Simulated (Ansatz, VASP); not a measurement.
## Two plane-wave programs on SiC (Moissanite 6H)

```
Si C
1.0
     3.09500    0.00000    0.00000
    -1.54750    2.68035    0.00000
     0.00000    0.00000   15.17000
Si C
6 6
Direct
  0.66667 0.33333 0.45830
  0.33333 0.66667 0.95830
  0.66667 0.33333 0.79170
  0.33333 0.66667 0.29170
  0.00000 0.00000 0.62500
  0.00000 0.00000 0.12500
  0.66667 0.33333 0.33330
  0.33333 0.66667 0.83330
  0.66667 0.33333 0.66670
  0.33333 0.66667 0.16670
  0.00000 0.00000 0.50000
  0.00000 0.00000 0.00000
```

Alike in both runs: task single point; functional PBE; k mesh 10 × 10 × 2; occupations gaussian, width 0.013 eV; no spin polarisation.

```csv
,VASP,Ansatz
version,VASP 6.6.1,Ansatz 0.2.0
potentials or method,"VASP PAW PBE potentials, release 64 (Si, C)",Ansatz PAW
plane-wave cutoff (eV),520,420
valence electrons in the cell,48,48
```

```tsv
	VASP	Ansatz	Ansatz less VASP
gap on the k mesh at the Fermi level (eV)	2.02	2.02	+0.002
least direct gap on the mesh (eV)	3.12	3.12	+0.002
pressure (GPa)	0.2	0.2	+0.05
largest component of the traceless stress (GPa)	0.51	0.51	-0.005
rms of the force components (eV/Å)	0.039	0.039	0.0000
```

Atom by atom the forces differ by 0.000 eV/Å (rms over components).

A k mesh can miss the band edges. Expect the measured gap to be larger: semilocal functionals such as PBE lack the derivative discontinuity.
